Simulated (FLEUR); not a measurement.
Runs of FLEUR MaX-R8.1 (later development tree) on TiC. Symmetry: Fm-3m, No. 225, cubic system. The conventional cell has a = 4.331 Å, b = 4.331 Å, c = 4.331 Å, α = 90.00°, β = 90.00°, γ = 90.00°. Ti (site symmetry m-3m) has 6 C at 2.17 Å as nearest neighbours. C (site symmetry m-3m) has 6 Ti at 2.17 Å as nearest neighbours. The cell is a database's computed one.

```tsv
task	level	cell	gmax	muffin-tin radii	lmax	lnonsphr	max iterations	kmax	gap on the mesh (eV)	V0 of scaled cells (Å³/atom)	B0 (GPa)
single point	PBEsol	as given	14.6 1/bohr	Ti 2.08, C 1.59 bohr	Ti 9, C 8	Ti 9, C 8	60	4.71 1/bohr	none	-	-
equation of state	LDA	as given	14.6 1/bohr	Ti 2.08, C 1.59 bohr	Ti 9, C 8	Ti 9, C 8	-	4.71 1/bohr	-	9.67	283
equation of state	r2SCAN	as given	14.6 1/bohr	Ti 2.08, C 1.59 bohr	Ti 9, C 8	Ti 9, C 8	-	4.71 1/bohr	-	10.13	262
equation of state	PBEsol	as given	14.6 1/bohr	Ti 2.08, C 1.59 bohr	Ti 9, C 8	Ti 9, C 8	-	4.71 1/bohr	-	(b)	(a)
single point	PBEsol	atoms moved at random, drawn with an rms of 0.05 Å	14.6 1/bohr	Ti 2.08, C 1.59 bohr	Ti 8, C 8	Ti 8, C 8	60	4.71 1/bohr	none	-	-
```

Alike in all rows: potentials or basis all-electron, FLAPW; no spin polarisation; k mesh 11 × 11 × 11; smearing fermi-dirac 0.05 eV.

**Question.** Estimate the missing entries.

**Answer.** (a) 268; (b) 9.89.

Caveats: the meta-GGA is that of a development version, with a GGA for the radial functions and cores and without core tails (some runs).

A gap of «none» marks a metal or a gap under the smearing width.
